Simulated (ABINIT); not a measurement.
# Zr (P6_3/mmc) in ABINIT: reference runs

Reference runs on Zr: the cell as given and a disturbed copy.

Program: ABINIT 10.8.3 (patched build). These are calculated values, not measurements. Logs are shortened: lines on timing, memory, paths and dates and some standing lists are left out, and cuts for length are marked. The log counts tension as positive stress, the text compression.

## Step 1: The structure

It takes space group P6_3/mmc (No. 194, hexagonal). The conventional cell has a = 3.232 Å, b = 3.232 Å, c = 5.147 Å, α = 90.00°, β = 90.00°, γ = 120.00°. Zr (site symmetry -6m2) has 12 Zr at 3.18 to 3.23 Å as nearest neighbours.

## Step 2: Single point, PBEsol

run.abi

```
# Pseudopotentials
pp_dirpath "./"
pseudos "Zr.upf"

# Structure
acell 3.232 3.232 5.147 Angstrom
rprim
     1.0000000000     0.0000000000     0.0000000000
    -0.5000000000     0.8660254038     0.0000000000
     0.0000000000     0.0000000000     1.0000000000
ntypat 1
znucl 40
natom 2
typat 1 1
xcart
     3.0537974177     1.7631107608     7.2948152726
    -0.0000000003     3.5262215221     2.4316050909

# Plane-wave basis
ecut 897.975746 eV

# k points
kptopt 1
ngkpt 9 9 5
nshiftk 1
shiftk 0.0 0.0 0.0

# Exchange and correlation
ixc -116133

# Bands and occupations
nband 16
occopt 3
tsmear 0.05 eV

# SCF cycle
nstep 100
tolvrs 1.0e-10

# Output
iomode 3
prtwf 0
prtden 0
prteig 0
prtebands 0
```

Potentials or basis: PseudoDojo NC SR PBEsol v0.4.1 standard.

On the command line:

```bash
$ abinit run.abi > log 2>&1
```

run.abo:

```text
.Version 10.8.3 of ABINIT
 Symmetries : space group P6_3/m m c (#194); Bravais hP (primitive hexag.)
================================================================================
 Values of the parameters that define the memory need of the present run
     intxc =       0    ionmov =       0      iscf =       7    lmnmax =       6
     lnmax =       6     mgfft =      54  mpssoang =       3    mqgrid =    3001
     natom =       2  nloc_mem =       1    nspden =       1   nspinor =       1
    nsppol =       1      nsym =      24    n1xccc =    2501    ntypat =       1
    occopt =       3   xclevel =       2
       mpw =        2868          nfft =       55296          nkpt =          36
================================================================================
================================================================================

--------------------------------------------------------------------------------
------------- Echo of variables that govern the present computation ------------
--------------------------------------------------------------------------------
 -outvars: echo values of preprocessed input variables --------
            acell      6.1075948389E+00  6.1075948389E+00  9.7264203700E+00 Bohr
              amu      9.12240000E+01
             ecut      3.30000000E+01 Hartree
              ixc     -116133
         kptrlatt        9    0    0      0    9    0      0    0    5
          kptrlen      4.86321019E+01
            natom           2
            nband          16
            ngfft          32      32      54
             nkpt          36
            nstep         100
             nsym          24
           ntypat           1
           occopt           3
           prtden           0
        prtebands           0
           prteig           0
            prtwf           0
            rprim      1.0000000000E+00  0.0000000000E+00  0.0000000000E+00
                      -5.0000000000E-01  8.6602540380E-01  0.0000000000E+00
                       0.0000000000E+00  0.0000000000E+00  1.0000000000E+00
          spgroup         194
           tolvrs      1.00000000E-10
           tsmear      1.83746611E-03 Hartree
            typat      1  1
           xangst      1.6159999995E+00  9.3299803404E-01  3.8602499983E+00
                      -5.4689914066E-10  1.8659960691E+00  1.2867499983E+00
            xcart      3.0537974184E+00  1.7631107603E+00  7.2948152743E+00
                      -1.0334895943E-09  3.5262215226E+00  2.4316050892E+00
             xred      6.6666666632E-01  3.3333333298E-01  7.4999999966E-01
                       3.3333333299E-01  6.6666666631E-01  2.4999999966E-01
            znucl       40.00000

================================================================================

 chkinp: Checking input parameters for consistency.

================================================================================
== DATASET  1 ==================================================================

--- !DatasetInfo
iteration_state: {dtset: 1, }
dimensions: {natom: 2, nkpt: 36, mband: 16, nsppol: 1, nspinor: 1, nspden: 1, mpw: 2868, }
cutoff_energies: {ecut:  33.0, pawecutdg:  -1.0, }
electrons: {nelect:   2.40000000E+01, charge:   0.00000000E+00, occopt:   3.00000000E+00, tsmear:   1.83746611E-03, }
meta: {optdriver: 0, ionmov: 0, optcell: 0, iscf: 7, paral_kgb: 0, }
...

 Real(R)+Recip(G) space primitive vectors, cartesian coordinates (Bohr,Bohr^-1):
 R(1)=  6.1075948  0.0000000  0.0000000  G(1)=  0.1637306  0.0945299  0.0000000
 R(2)= -3.0537974  5.2893323  0.0000000  G(2)=  0.0000000  0.1890598  0.0000000
 R(3)=  0.0000000  0.0000000  9.7264204  G(3)=  0.0000000  0.0000000  0.1028127
 Unit cell volume ucvol=  3.1421297E+02 bohr^3
 Angles (23,13,12)=  9.00000000E+01  9.00000000E+01  1.20000000E+02 degrees

 getcut: wavevector=  0.0000  0.0000  0.0000  ngfft=  32  32  54
         ecut(hartree)=     33.000   => boxcut(ratio)=   2.02609

--- Pseudopotential description ------------------------------------------------
- pspini: atom type   1  psp file is ./Zr.upf
12 -116133 2 -1 1604                          pspcod,pspxc,lmax,lloc,mmax
     nproj     2     2     2

   9.06600273E+02                                ecore*ucvol(ha*bohr**3)
--------------------------------------------------------------------------------

================================================================================

--- !BeginCycle
iteration_state: {dtset: 1, }
solver: {iscf: 7, nstep: 100, nline: 4, wfoptalg: 0, }
tolerances: {tolvrs: 1.00E-10, }
...

     iter   Etot(hartree)      deltaE(h)  residm     vres2
 ETOT  1  -101.13968428378    -1.011E+02 7.402E-02 2.118E+01
 ETOT  2  -101.19348972439    -5.381E-02 5.220E-03 4.561E-01
 ETOT  3  -101.19363489711    -1.452E-04 2.712E-03 6.316E-03
 ETOT  4  -101.19363806471    -3.168E-06 1.770E-03 4.076E-05
 ETOT  5  -101.19363821780    -1.531E-07 1.275E-03 6.671E-06
 ETOT  6  -101.19363823186    -1.405E-08 9.569E-04 3.562E-07
 ETOT  7  -101.19363823314    -1.285E-09 7.984E-04 2.614E-09
 ETOT  8  -101.19363823327    -1.262E-10 7.528E-04 1.608E-09
 ETOT  9  -101.19363823328    -1.394E-11 3.797E-04 9.344E-12

 At SCF step    9       vres2   =  9.34E-12 < tolvrs=  1.00E-10 =>converged.

 Cartesian components of stress tensor (hartree/bohr^3)
  sigma(1 1)=  1.18732844E-04  sigma(3 2)=  0.00000000E+00
  sigma(2 2)=  1.18732844E-04  sigma(3 1)=  0.00000000E+00
  sigma(3 3)=  8.97411239E-05  sigma(2 1)=  0.00000000E+00

--- !ResultsGS
iteration_state: {dtset: 1, }
comment   : Summary of ground state results
lattice_vectors:
- [  6.1075948,   0.0000000,   0.0000000, ]
- [ -3.0537974,   5.2893323,   0.0000000, ]
- [  0.0000000,   0.0000000,   9.7264204, ]
lattice_lengths: [   6.10759,    6.10759,    9.72642, ]
lattice_angles: [ 90.000,  90.000, 120.000, ] # degrees, (23, 13, 12)
lattice_volume:   3.1421297E+02
convergence: {deltae: -1.394E-11, res2:  9.344E-12, residm:  3.797E-04, diffor: null, }
etotal    :  -1.01193638E+02
entropy   :   0.00000000E+00
fermie    :   3.94295073E-01
cartesian_stress_tensor: # hartree/bohr^3
- [  1.18732844E-04,   0.00000000E+00,   0.00000000E+00, ]
- [  0.00000000E+00,   1.18732844E-04,   0.00000000E+00, ]
- [  0.00000000E+00,   0.00000000E+00,   8.97411239E-05, ]
pressure_GPa:  -3.2089E+00
xred      :
- [  6.6667E-01,   3.3333E-01,   7.5000E-01, Zr]
- [  3.3333E-01,   6.6667E-01,   2.5000E-01, Zr]
cartesian_forces: # hartree/bohr
- [  6.61302516E-29,  -6.36338643E-29,  -2.16279885E-31, ]
- [ -6.61302516E-29,   6.36338643E-29,   2.16279885E-31, ]
force_length_stats: {min:   9.17743191E-29, max:   9.17743191E-29, mean:   9.17743191E-29, }
...

 Integrated electronic density in atomic spheres:
 ------------------------------------------------
 Atom  Sphere_radius  Integrated_density
    1        2.00000          8.38244223
    2        2.00000          8.38244223
================================================================================

 ----iterations are completed or convergence reached----

 Mean square residual over all n,k,spin=   25.233E-07; max=  37.974E-05
 reduced coordinates (array xred) for    2 atoms
       0.666666666321      0.333333332980      0.749999999663
       0.333333332988      0.666666666314      0.249999999663
 rms dE/dt=  3.9635E-28; max dE/dt=  5.3853E-28; dE/dt below (all hartree)
    1      -0.000000000000      0.000000000000      0.000000000000
    2       0.000000000000     -0.000000000000     -0.000000000000

 cartesian coordinates (angstrom) at end:
    1      1.61599999945310     0.93299803403907     3.86024999826765
    2     -0.00000000054690     1.86599606906628     1.28674999826764

 cartesian forces (hartree/bohr) at end:
    1      0.00000000000000    -0.00000000000000    -0.00000000000000
    2     -0.00000000000000     0.00000000000000     0.00000000000000
 frms,max,avg= 5.2985928E-29 6.6130252E-29   0.000E+00  0.000E+00  0.000E+00 h/b

 cartesian forces (eV/Angstrom) at end:
    1      0.00000000000000    -0.00000000000000    -0.00000000000000
    2     -0.00000000000000     0.00000000000000     0.00000000000000
 frms,max,avg= 2.7246460E-27 3.4005543E-27   0.000E+00  0.000E+00  0.000E+00 e/A
 length scales=  6.107594838934  6.107594838934  9.726420370047 bohr
              =  3.232000000000  3.232000000000  5.147000000000 angstroms
 Fermi (or HOMO) energy (hartree) =   0.39430   Average Vxc (hartree)=  -0.42108
 Eigenvalues (hartree) for nkpt=  36  k points:
 kpt#   1, nband= 16, wtk=  0.00247, kpt=  0.0000  0.0000  0.0000 (reduced coord)
  -1.39750   -1.39176   -0.60951   -0.57717   -0.57717   -0.57214   -0.57191   -0.57191
   0.18542    0.28209    0.42534    0.42534    0.43100    0.43726    0.45089    0.45115
      occupation numbers for kpt#   1
   2.00000    2.00000    2.00000    2.00000    2.00000    2.00000    2.00000    2.00000
   2.00000    2.00000    0.00000    0.00000    0.00000    0.00000    0.00000    0.00000
 prteigrs : prtvol=0 or 1, do not print more k-points.

--- !EnergyTerms
iteration_state     : {dtset: 1, }
comment             : Components of total free energy in Hartree
kinetic             :  2.88202315031012E+01
hartree             :  1.36720924505566E+01
xc                  : -1.98891032566368E+01
Ewald energy        : -7.70686902454277E+01
psp_core            :  2.88530507332918E+00
local_psp           : -6.01003390063834E+01
non_local_psp       :  1.04874773502185E+01
internal            : -1.01193026131242E+02
'-kT*entropy'       : -6.12102038463124E-04
total_energy        : -1.01193638233281E+02
total_energy_eV     : -2.75361917560187E+03
band_energy         : -9.98317000889530E+00
...

 Cartesian components of stress tensor (hartree/bohr^3)
  sigma(1 1)=  1.18732844E-04  sigma(3 2)=  0.00000000E+00
  sigma(2 2)=  1.18732844E-04  sigma(3 1)=  0.00000000E+00
  sigma(3 3)=  8.97411239E-05  sigma(2 1)=  0.00000000E+00

-Cartesian components of stress tensor (GPa)         [Pressure= -3.2089E+00 GPa]
- sigma(1 1)=  3.49324089E+00  sigma(3 2)=  0.00000000E+00
- sigma(2 2)=  3.49324088E+00  sigma(3 1)=  0.00000000E+00
- sigma(3 3)=  2.64027502E+00  sigma(2 1)=  0.00000000E+00

== END DATASET(S) ==============================================================
================================================================================

 -outvars: echo values of variables after computation  --------
            acell      6.1075948389E+00  6.1075948389E+00  9.7264203700E+00 Bohr
           etotal     -1.0119363823E+02
            fcart      6.6130251617E-29 -6.3633864287E-29 -2.1627988515E-31
                      -6.6130251617E-29  6.3633864287E-29  2.1627988515E-31
            rprim      1.0000000000E+00  0.0000000000E+00  0.0000000000E+00
                      -5.0000000000E-01  8.6602540380E-01  0.0000000000E+00
                       0.0000000000E+00  0.0000000000E+00  1.0000000000E+00
           strten      1.1873284443E-04  1.1873284409E-04  8.9741123884E-05
                       0.0000000000E+00  0.0000000000E+00  0.0000000000E+00
           xangst      1.6159999995E+00  9.3299803404E-01  3.8602499983E+00
                      -5.4689914066E-10  1.8659960691E+00  1.2867499983E+00
             xred      6.6666666632E-01  3.3333333298E-01  7.4999999966E-01
                       3.3333333299E-01  6.6666666631E-01  2.4999999966E-01
 Calculation completed.
```

Wall time 65 s (1 thread of AMD EPYC 7R43 (Zen 3), shared host); peak memory 0.09 GiB.

What came out:

```yaml
Free_energy: -2753.6192 eV
Pressure: -3.2 GPa
Band_gap_on_the_k_mesh: none (metal or under the smearing width)
Valence_electrons_inside_the_program's_atomic_spheres: Zr 8.38 (radii [1.0584] Å)
```

Stress tensor (GPa, compression positive):
```
-3.49  0.00  0.00
 0.00 -3.49  0.00
 0.00  0.00 -2.64
```

Levels at points of the mesh, in eV from the Fermi level:
```tsv
k point	band 9	band 10	band 11	band 12	band 13	band 14	band 15	band 16
(0.00, 0.00, 0.00)	-5.68	-3.05	0.84	0.84	1.00	1.17	1.54	1.55
```

## Step 3: Equation of state, PBEsol

Edit run.abi of step 2 so:

```diff
@@ -1 +1,12 @@
+# Datasets: one volume each
+ndtset 7
+getwfk -1
+scalecart1 3*0.9795861087
+scalecart2 3*0.9864848297
+scalecart3 3*0.9932883884
+scalecart4 3*1.0000000000
+scalecart5 3*1.0066227096
+scalecart6 3*1.0131594038
+scalecart7 3*1.0196128224
+
 # Pseudopotentials
@@ -14,8 +25,8 @@
 typat 1 1
-xcart
-     3.0537974177     1.7631107608     7.2948152726
-    -0.0000000003     3.5262215221     2.4316050909
+xred
+     0.6666666667     0.3333333333     0.7500000000
+     0.3333333333     0.6666666667     0.2500000000
 
 # Plane-wave basis
-ecut 897.975746 eV
+ecut 33.0
 
@@ -41,3 +52,3 @@
 iomode 3
-prtwf 0
+prtwf 1
 prtden 0
@@ -45 +56,2 @@
 prtebands 0
+enunit 1
```

Potentials or basis: PseudoDojo NC SR PBEsol v0.4.1 standard.

On the command line:

```bash
$ abinit run.abi > log 2>&1
```

run.abo:

```text
.Version 10.8.3 of ABINIT
 DATASET    1 : space group P6_3/m m c (#194); Bravais hP (primitive hexag.)
================================================================================
 Values of the parameters that define the memory need for DATASET  1.
     intxc =       0    ionmov =       0      iscf =       7    lmnmax =       6
     lnmax =       6     mgfft =      50  mpssoang =       3    mqgrid =    3001
     natom =       2  nloc_mem =       1    nspden =       1   nspinor =       1
    nsppol =       1      nsym =      24    n1xccc =    2501    ntypat =       1
    occopt =       3   xclevel =       2
       mpw =        2691          nfft =       51200          nkpt =          36
================================================================================
================================================================================
[... 61 lines left out ...]
 DATASET    7 : space group P6_3/m m c (#194); Bravais hP (primitive hexag.)
================================================================================
 Values of the parameters that define the memory need for DATASET  7.
     intxc =       0    ionmov =       0      iscf =       7    lmnmax =       6
     lnmax =       6     mgfft =      54  mpssoang =       3    mqgrid =    3001
     natom =       2  nloc_mem =       1    nspden =       1   nspinor =       1
    nsppol =       1      nsym =      24    n1xccc =    2501    ntypat =       1
    occopt =       3   xclevel =       2
       mpw =        3042          nfft =       69984          nkpt =          36
================================================================================
================================================================================
[... 1134 lines left out ...]
           etotal2    -1.0119419006E+02
           etotal3    -1.0119412222E+02
           etotal4    -1.0119363823E+02
           etotal5    -1.0119277297E+02
           etotal6    -1.0119155780E+02
           etotal7    -1.0119002243E+02
            fcart1    -2.2502786646E-29  3.8975969782E-29 -0.0000000000E+00
                       2.2502786646E-29 -3.8975969782E-29 -0.0000000000E+00
            fcart2     2.2345419354E-29  1.1611020491E-28 -0.0000000000E+00
                      -2.2345419354E-29 -1.1611020491E-28 -0.0000000000E+00
            fcart3     8.8769454926E-29  5.1251068696E-29 -0.0000000000E+00
                      -8.8769454926E-29 -5.1251068696E-29 -0.0000000000E+00
            fcart4    -4.4086834411E-29  7.6360637144E-29 -0.0000000000E+00
                       4.4086834411E-29 -7.6360637144E-29 -0.0000000000E+00
            fcart5    -1.0949195262E-28 -6.3215208320E-29 -1.3428559373E-31
                       1.0949195262E-28  6.3215208320E-29  1.3428559373E-31
[... 38 lines left out ...]
                       0.0000000000E+00  0.0000000000E+00  0.0000000000E+00
           xangst1     1.5830111517E+00  9.1395191456E-01  3.7814472761E+00
                      -5.7579432771E-17  1.8279038291E+00  1.2604824254E+00
           xangst2     1.5941594848E+00  9.2038840769E-01  3.8080780638E+00
                      -9.9634412752E-17  1.8407768154E+00  1.2693593546E+00
           xangst3     1.6051540357E+00  9.2673611459E-01  3.8343415013E+00
                       5.4185352630E-17  1.8534722292E+00  1.2781138338E+00
           xangst4     1.6160000000E+00  9.3299803503E-01  3.8602500000E+00
                       5.1375683450E-17  1.8659960701E+00  1.2867500000E+00
           xangst5     1.6267022987E+00  9.3917701007E-01  3.8858153147E+00
                      -1.0806469506E-16  1.8783540201E+00  1.2952717716E+00
           xangst6     1.6372655965E+00  9.4527573291E-01  3.9110485885E+00
                       4.5866787304E-17  1.8905514658E+00  1.3036828628E+00
           xangst7     1.6476943210E+00  9.5129675979E-01  3.9359603977E+00
                       2.2609602224E-16  1.9025935196E+00  1.3119867992E+00
             xred      6.6666666667E-01  3.3333333333E-01  7.5000000000E-01
                       3.3333333333E-01  6.6666666667E-01  2.5000000000E-01
 Calculation completed.
```

Run time: 6.8 min. Hardware: 1 thread of AMD EPYC 7R43 (Zen 3), shared host; peak memory 0.12 GiB.

Results:

| Quantity | Value |
| --- | --- |
| Equilibrium volume | 22.51 Å³/atom |
| Bulk modulus at fixed shape and positions | 100 GPa |
| Pressure derivative of the bulk modulus | 3.2 |

Energy against volume, from the lowest point:
```tsv
volume (Å³/atom)	energy (meV/atom)
21.884	5.26
22.350	0.00
22.815	0.92
23.281	7.51
23.746	19.28
24.212	35.81
24.678	56.70
```

Caveat: pressures at fixed basis lie under the slope of the energies; the cell was scaled at fixed shape and fractional positions, which overstates the stiffness of a crystal with free parameters, most of all of layers and chains.

[end of part 1 of 2]
